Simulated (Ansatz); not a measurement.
# CoSi2 (Fm-3m) in Ansatz: a series of runs

One crystal, CoSi2, is run at these levels: BLYP, PBE; tasks: relaxation of cell and atoms, single point.

Program: Ansatz 0.2.0. These are calculated values, not measurements. Logs are shortened: lines on timing, memory, paths and dates and some standing lists are left out, and cuts for length are marked.

## Step 1: The structure

The structure is cubic, space group Fm-3m (No. 225). Conventional cell: a = 5.356 Å, b = 5.356 Å, c = 5.356 Å, α = 90.00°, β = 90.00°, γ = 90.00°. Co (site symmetry m-3m) has 8 Si at 2.32 Å as nearest neighbours. Si (site symmetry -43m) has 4 Co at 2.32 Å as nearest neighbours.

## Step 2: Relaxation of cell and atoms, BLYP, collinear spin, ferromagnetic start

Input file input.yaml:

```yaml
crystal:
  lattice:
    - [0.0, 2.678, 2.678]
    - [2.678, 0.0, 2.678]
    - [2.678, 2.678, 0.0]
  atoms:
    - { symbol: Co, position: [0.0, 0.0, 0.0], spin: 2.0 }
    - { symbol: Si, position: [0.75, 0.75, 0.75] }
    - { symbol: Si, position: [0.25, 0.25, 0.25] }
hamiltonian:
  xc: blyp
  pseudopotentials: { kind: paw }
magnetization:
  spin_polarized: true
kpoints:
  mp_grid: { grid: [9, 9, 9] }
scf:
  occupations: { method: fermi_dirac, width: 0.05 }
output:
  forces: true
  stress: true
relax:
  f_tol: 0.01
  max_steps: 40
  cell: { stress_tol: 0.05 }
```

Potentials or basis: Ansatz PAW.

Started as:

```sh
> ansatz run input.yaml --threads 2 --pin off --max-ram 5632MiB --backend cpu --events-out ev --progress --plain --runs-dir out
```

The program printed:

```text
Warning: RAYON_NUM_THREADS=2 ignored (pool sized by the plan → 2); use --threads N
Engine: ansatz 0.2.0, x86_64-unknown-linux-gnu
Pseudopotentials: kind: paw
Pseudopotential: Co, paw, valence charge 17, recommended cutoff 420 eV (normal), Co.paw.azcp
Pseudopotential: Si, paw, valence charge 4, recommended cutoff 420 eV (normal), Si.paw.azcp
Functional definition: BLYP
  parameter beta = 0.0042
  parameter a = 0.04918
  parameter b = 0.132
  parameter c = 0.2533
  parameter d = 0.349
  exchange = b88_x(beta = beta)
  correlation = lyp_c(a = a, b = b, c = c, d = d)
Crystal: 3 atoms, lattice volume = 38.412 Å³
Basis set: ecut = 420 eV, 749 PW (Γ), exchange–correlation on 54×54×54 points (8 copies of the dense FFT grid, shifted against one another)
Bands: 18, of which v1, the nominal top of the filled ones, is band 13 counted from 1 (12 counted from 0)
Symmetry: 48 space group operations
Space group: Fm-3m (ITA 225), of the structure as read, at distance tolerance 3.4e-5 Å
Magnetic group: BNS 225.116 (UNI 1618), of the structure as read, at distance tolerance 3.4e-5 Å
k-points: 35 of 729
Non-local potential: Co, projectors of the file, l = 0: 3, l = 1: 2, l = 2: 3, l = 3: 1
Non-local potential: Si, projectors of the file, l = 0: 2, l = 1: 2, l = 2: 2
PAW form: soft (Blöchl's): semilocal exchange-correlation on the pseudo side does not see the compensation charge
PAW frozen core: Co, regenerated for the run's functional, and the local potential with it (the file was generated under x = pbe(κ = 0.804, μ = 0.2195149727645171), c = pbe(β = 0.06672455060314922))
PAW frozen core: Si, regenerated for the run's functional, and the local potential with it (the file was generated under x = pbe(κ = 0.804, μ = 0.2195149727645171), c = pbe(β = 0.06672455060314922))
PAW one-centre angular grid: Co, 590 points (default); XC on 64 Gauss nodes
PAW one-centre angular grid: Si, 110 points (default); XC on 64 Gauss nodes
Initial density: superposition of atomic densities (chi_scale 0.1, normalization cell)
Starting moments: Σ|m| = 2 μB on 1 of 3 sites
Initial wavefunctions: pseudopotential atomic-orbital guess
Functional: x = b88, c = lyp
SCF iter   1: F=—  HF=-6411.015990 eV  |F-HF|=—  |Δ(HF+E_count)|=         —  Δρ=8.59e-2 (↑8.59e-2 ↓4.22e-2)  dr2=1.23e0  dr2_m=1.18e0  M=0.767 μB ∫|m|=1.392 μB  β_m=0.30  ethr=3.10e-3  ⟨swp⟩=5.8  Hψ=6292  notcnv=0
Mixer restart at iter 1: flushing history
preconditioner: auto → Kerker (q_TF=auto, 2.540 Å⁻¹)  [metal: Δε(μ)=0.061 eV  Ē_g=8.885 eV  σ=0.050 eV  W_gap=0.30  n_scr=14 (ndim 8)  ℏωp=24.7 eV  f_vac=0.000  D(μ)=2.40/eV (n_scr^D=26)]
spin=Collinear: Kerker preconditioning applied to the charge; magnetization (m = ρ↑ − ρ↓) channel mixes plain (no charge-response kernel on spin).
SCF iter   2: F=—  HF=-6411.133006 eV  |F-HF|=—  |Δ(HF+E_count)|=   1.17e-1  Δρ=6.52e-2 (↑4.47e-2 ↓6.52e-2)  dr2=9.84e-1  dr2_m=9.42e-1  M=0.685 μB ∫|m|=1.187 μB  β_m=0.60  ethr=3.10e-3  ⟨swp⟩=2.4  Hψ=2319  notcnv=0  defer=44
SCF iter   3: F=—  HF=-6412.857049 eV  |F-HF|=—  |Δ(HF+E_count)|=    1.72e0  Δρ=5.94e-2 (↑3.49e-2 ↓5.94e-2)  dr2=8.60e-1  dr2_m=7.19e-1  M=0.456 μB ∫|m|=0.848 μB  β_m=0.25  ethr=3.10e-3  ⟨swp⟩=2.1  Hψ=1929  notcnv=0  defer=40
SCF iter   4: F=—  HF=-6413.649448 eV  |F-HF|=—  |Δ(HF+E_count)|=   7.92e-1  Δρ=3.48e-2 (↑3.48e-2 ↓2.77e-2)  dr2=1.95e-1  dr2_m=3.10e-1  M=0.272 μB ∫|m|=0.526 μB  β_m=0.63  ethr=3.10e-3  ⟨swp⟩=2.1  Hψ=2271  notcnv=0  defer=67
SCF iter   5: F=—  HF=-6413.512093 eV  |F-HF|=—  |Δ(HF+E_count)|=         —  Δρ=3.00e-2 (↑1.76e-2 ↓3.00e-2)  dr2=5.79e-1  dr2_m=1.61e-2  M=-0.012 μB ∫|m|=0.013 μB  β_m=0.63  ethr=7.80e-4  ⟨swp⟩=3.3  Hψ=2736  notcnv=0  defer=69
Mixer restart at iter 5: flushing history
SCF iter   6: F=—  HF=-6413.891094 eV  |F-HF|=—  |Δ(HF+E_count)|=   3.79e-1  Δρ=1.47e-2 (↑1.47e-2 ↓1.03e-2)  dr2=8.49e-2  dr2_m=2.83e-3  M=-0.005 μB ∫|m|=0.006 μB  β_m=0.56  ethr=7.80e-4  ⟨swp⟩=2.6  Hψ=3062  notcnv=0  defer=76
SCF iter   7: F=—  HF=-6413.806363 eV  |F-HF|=—  |Δ(HF+E_count)|=   8.47e-2  Δρ=1.27e-2 (↑9.24e-3 ↓1.27e-2)  dr2=1.62e-1  dr2_m=1.22e-3  M=-0.004 μB ∫|m|=0.004 μB  β_m=0.59  ethr=3.40e-4  ⟨swp⟩=2.2  Hψ=2475  notcnv=0  defer=76
SCF iter   8: F=—  HF=-6413.821820 eV  |F-HF|=—  |Δ(HF+E_count)|=   1.55e-2  Δρ=1.36e-3 (↑1.01e-3 ↓1.36e-3)  dr2=3.05e-3  dr2_m=9.80e-5  M=-0.001 μB ∫|m|=0.001 μB  β_m=0.72  ethr=3.40e-4  ⟨swp⟩=2.2  Hψ=2338  notcnv=0  defer=76
SCF iter   9: F=—  HF=-6413.821842 eV  |F-HF|=—  |Δ(HF+E_count)|=   2.14e-5  Δρ=5.80e-4 (↑5.80e-4 ↓5.52e-4)  dr2=5.45e-4  dr2_m=1.03e-5  M=-0.000 μB ∫|m|=0.001 μB  β_m=0.86  ethr=1.22e-5  ⟨swp⟩=2.7  Hψ=1985  notcnv=0  defer=76
[... 82 lines left out ...]
SCF iter   7: F=—  HF=-6413.860950 eV  |F-HF|=—  |Δ(HF+E_count)|=   2.04e-8  Δρ=1.21e-6 (↑1.21e-6 ↓1.17e-6)  dr2=1.80e-9  dr2_m=2.19e-13  M=0.000 μB ∫|m|=0.000 μB  β_m=0.90  ethr=1.51e-11  ⟨swp⟩=2.1  Hψ=1943  notcnv=0
SCF iter   8: F=-6413.860950 eV  HF=-6413.860950 eV  |F-HF|=3.05e-9  |Δ(HF+E_count)|=   5.55e-9  Δρ=1.61e-6 (↑1.61e-6 ↓1.59e-6)  dr2=3.38e-9  dr2_m=4.42e-14  M=0.000 μB ∫|m|=0.000 μB  ethr=7.20e-12  ⟨swp⟩=2.0  Hψ=4025  notcnv=0
the starting moments were not kept: the SCF closed with an absolute magnetisation of 1.3e-7 μB, where they sum to 2 μB in size (1 site). That is at most 0.1 of that sum. Measured as dr2_m measures the in/out step, that magnetisation stands 2.2e-14 eV from none, at or under the dr2_threshold of 1.7e-8 eV: it is no larger than a step whose dr2_m would equal this threshold.
SCF 6 converged in 8 iterations: F = -6413.860950 eV  dr2 = 3.38e-9
relax step   6: F+E_penalty+E_count = -6413.86095008 eV  Δ(F+E_penalty+E_count) = +5.440e-6 eV  max|allowed force component| = 1.234e-16 eV/Å  Δτ_max = 0.0000 Å  P = +0.002 GPa  Ω = 40.180 Å³  energy of the carried Pulay correction = -1.117e-5 eV  (8 SCF iters, dr2 threshold 1.68e-8 eV, accepted)
iter 1 solved again at ethr=9.03e-8 eV; its pass at ethr=3.10e-3 eV (dr2=2.26e-5 eV) is discarded
SCF iter   1: F=—  HF=-6413.860943 eV  |F-HF|=—  |Δ(HF+E_count)|=         —  Δρ=2.08e-7 (↑2.08e-7 ↓1.95e-7)  dr2=1.10e-10  dr2_m=4.85e-14  M=0.000 μB ∫|m|=0.000 μB  β_m=0.65  ethr=9.03e-8  ⟨swp⟩=3.2  Hψ=10002  notcnv=0
eigensolver tolerance schedule: the retry pair's looser diagonalisation over-reported the residual by 204767.39 of it (diagonalisation noise at an unbounded share of the residual, at the tolerance the schedule requests for it); recorded, not acted on — ethr = c·dr2/N_el stays at c = 1.0e-1
SCF iter   2: F=—  HF=-6413.860950 eV  |F-HF|=—  |Δ(HF+E_count)|=   6.66e-6  Δρ=1.79e-7 (↑1.64e-7 ↓1.79e-7)  dr2=5.34e-11  dr2_m=4.41e-14  M=-0.000 μB ∫|m|=0.000 μB  β_m=0.34  ethr=1.00e-12  ⟨swp⟩=3.9  Hψ=3094  notcnv=0
SCF iter   3: F=—  HF=-6413.860950 eV  |F-HF|=—  |Δ(HF+E_count)|=  3.27e-11  Δρ=1.30e-7 (↑1.30e-7 ↓1.15e-7)  dr2=1.64e-11  dr2_m=3.24e-14  M=-0.000 μB ∫|m|=0.000 μB  β_m=0.32  ethr=1.00e-12  ⟨swp⟩=1.9  Hψ=1344  notcnv=0
SCF iter   4: F=—  HF=-6413.860950 eV  |F-HF|=—  |Δ(HF+E_count)|=  1.82e-12  Δρ=1.15e-7 (↑1.15e-7 ↓1.01e-7)  dr2=1.34e-11  dr2_m=3.02e-14  M=-0.000 μB ∫|m|=0.000 μB  β_m=0.40  ethr=1.00e-12  ⟨swp⟩=1.0  Hψ=1260  notcnv=0
SCF iter   5: F=—  HF=-6413.860950 eV  |F-HF|=—  |Δ(HF+E_count)|=  4.64e-11  Δρ=9.71e-8 (↑9.71e-8 ↓9.61e-8)  dr2=2.67e-11  dr2_m=3.59e-16  M=0.000 μB ∫|m|=0.000 μB  β_m=0.43  ethr=1.00e-12  ⟨swp⟩=1.0  Hψ=1260  notcnv=0
SCF iter   6: F=—  HF=-6413.860950 eV  |F-HF|=—  |Δ(HF+E_count)|=  1.00e-11  Δρ=7.51e-8 (↑7.51e-8 ↓7.43e-8)  dr2=1.08e-11  dr2_m=1.08e-15  M=0.000 μB ∫|m|=0.000 μB  β_m=0.70  ethr=1.00e-12  ⟨swp⟩=1.0  Hψ=1260  notcnv=0
SCF iter   7: F=-6413.860950 eV  HF=-6413.860950 eV  |F-HF|=2.73e-12  |Δ(HF+E_count)|=  1.82e-12  Δρ=5.12e-8 (↑5.12e-8 ↓4.95e-8)  dr2=2.60e-12  dr2_m=4.47e-16  M=-0.000 μB ∫|m|=0.000 μB  ethr=1.00e-12  ⟨swp⟩=4.0  Hψ=4774  notcnv=0
the starting moments were not kept: the SCF closed with an absolute magnetisation of 4.6e-9 μB, where they sum to 2 μB in size (1 site). That is at most 0.1 of that sum. Measured as dr2_m measures the in/out step, that magnetisation stands 1.7e-17 eV from none, at or under the dr2_threshold of 3.0e-11 eV: it is no larger than a step whose dr2_m would equal this threshold.
SCF 7 converged in 7 iterations: F = -6413.860950 eV  dr2 = 2.60e-12
relax step   7: F+E_penalty+E_count = -6413.86095009 eV  Δ(F+E_penalty+E_count) = -2.733e-9 eV  max|allowed force component| = 1.357e-16 eV/Å  Δτ_max = 0.0000 Å  P = +0.002 GPa  Ω = 40.180 Å³  stress off target by 2.04e-3 GPa  SCF on the basis re-selected at this cell (its energy is not comparable with the rows above)  (7 SCF iters)
basis re-selected at this cell: Δ(F+E_penalty+E_count) = -2.733e-9 eV, ΔP = +0.000 GPa vs the last step (what re-selecting the basis moved, of the pressure what is left beyond the Pulay correction that the steps carried, after the strain that the cell walked since its last selection, with what the two solves' SCF thresholds leave and, on support functions, any second-order correction that the steps lacked; it is no measure of the basis error at this ecutwfc). This SCF's stress stands 2.04e-3 GPa from its target on what of the cell is left free (relax.cell.stress_tol is 5.00e-2 GPa) and its largest allowed force component is 1.36e-16 eV/Å (relax.f_tol is 1.00e-2 eV/Å): within both
SCF converged after 7 iterations
Magnetization: -0.0000 μB (12.5000 up, 12.5000 down)
Absolute magnetization: 0.0000 μB (∫|ρ↑−ρ↓|, with the PAW one-centre terms)
Spin contamination: 0.0000 ħ² per cell (⟨S²⟩ above its minimum at these occupations)
Per-site moments (μB) at R_I (Å): [(-2.6479717706136705e-9, 0.9711354618944245), (4.204533574714382e-10, 0.9711354618944245), (4.2045339100729597e-10, 0.9711354618944246)]
Free energy (F): -6413.860950 eV
Harris-Foulkes:  -6413.860950 eV  (|F-HF|=2.73e-12)
Internal energy: -6413.851430 eV  (E = F + TS)
E sigma→0 (E₀):  -6413.856190 eV
Entropy (-TS):   -0.009520 eV (-3.173 meV/atom)
Fermi energy:    12.637932 eV
--- Per-component energies (eV) ---
  E_band       = -285.824955
  E_kinetic    = 545.239762
  E_local      = -4154.761828  (includes V_loc(G=0)·N_el)
  E_nonlocal   = 502.806628
  E_hartree    = 1807.326363
  E_xc         = -268.688648
  E_vxc        = -297.272355  (∫ρ·V_xc dr)
  E_paw        = -2561.842387  (= ΣΔE_a)
  E_vpaw       = -496.489933  (= ΣTr[D̂ρ^β])
  E_aug_tail   = 0.000110  (compensation charges beyond the density's cutoff)
  E_ewald      = -2283.967416
  E_core_change = 0.035986  (= ΣΔE_core)
  E_smearing   = -0.009520  (= −TS)
  E_closure    = 0.000000  (closes the sum)
  Σ components = -6413.860950   (vs F -6413.860950, Δ=0.00e0)
--- Forces (eV/Å), atoms counted from 1 ---
  atom   1  Co    -0.00000000     0.00000000     0.00000000
  atom   2  Si     0.00000000    -0.00000000    -0.00000000
  atom   3  Si    -0.00000000     0.00000000     0.00000000
  max |Σ_I F_I| component: 2.78e-17 eV/Å
--- Stress (GPa, compression-positive) ---
        0.002040       0.000000       0.000000
        0.000000       0.002040       0.000000
        0.000000       0.000000       0.002040
  P = ⅓ Tr σ = 0.0020 GPa (0.020 kbar)
--- Relaxed structure (5 steps of the walk, 5 accepted, 2 SCFs on fresh bases) ---
  F+E_penalty+E_count = -6413.86095009 eV   max|allowed force component| = 1.357e-16 eV/Å   (the final SCF, on the basis selected at the relaxed cell)
  cell:  # Å, volume = 40.1796 Å³
    - [1.9107676798961333e-34, 2.7184742804573947, 2.7184742804573947]
    - [2.7184742804573947, 6.496596174381589e-34, 2.7184742804573947]
    - [2.7184742804573947, 2.7184742804573947, -7.643058049343387e-35]
  atoms:
    - { symbol: Co, position: [-1.4339645965121803e-34, 1.0144503566966883e-34, 1.1867508480494797e-34] }
    - { symbol: Si, position: [0.7499999999999998, 0.7499999999999998, 0.7499999999999998] }
    - { symbol: Si, position: [0.25, 0.25, 0.25] }
```

Run time: 9.3 s. Hardware: 2 threads of Intel Xeon Platinum 8488C (Sapphire Rapids), shared host; peak memory 0.42 GiB.

Results:

```yaml
Free_energy: -6413.8610 eV
Relaxed_volume: 13.39 Å³/atom
Relaxed_cell: a = 3.845 Å, b = 3.845 Å, c = 3.845 Å, α = 60.00°, β = 60.00°, γ = 60.00°
Space_group_after_relaxing_to_0.05_Å: Fm-3m (No. 225)
Energy_gained_by_relaxing: 13.1 meV/atom
Ionic_steps: 7
Pressure_after_relaxing: 0.0 GPa
Net_moment: 0.00 μB per cell
Absolute_moment: 0.00 μB per cell
```

The path:
```
step  energy change (eV)  largest force (eV/Å)  volume (Å³)
   1              0.0000                0.0000        38.41
   2             -0.0302                0.0000        39.34
   3             -0.0380                0.0000        40.09
   4             -0.0380                0.0000        40.16
   5             -0.0392                0.0000        40.16
   6             -0.0392                0.0000        40.18
   7             -0.0392                0.0000        40.18
```

Final structure:
```
Co Si
1.0
     0.00000    2.71847    2.71847
     2.71847    0.00000    2.71847
     2.71847    2.71847    0.00000
Co Si
1 2
Direct
  0.00000 0.00000 0.00000
  0.75000 0.75000 0.75000
  0.25000 0.25000 0.25000
```

Caveat: the starting moments collapsed, and a magnetic state may lie lower; the plane-wave basis is chosen anew once the cell has moved, so the energies of steps on either side of that aren't comparable; the PAW data sets come from PBE, with cores solved anew for the run's functional, which leaves a small shift of forces and pressure; the starting moments weren't kept. BLYP gives volumes clearly too large for solids.

[end of part 1 of 2]
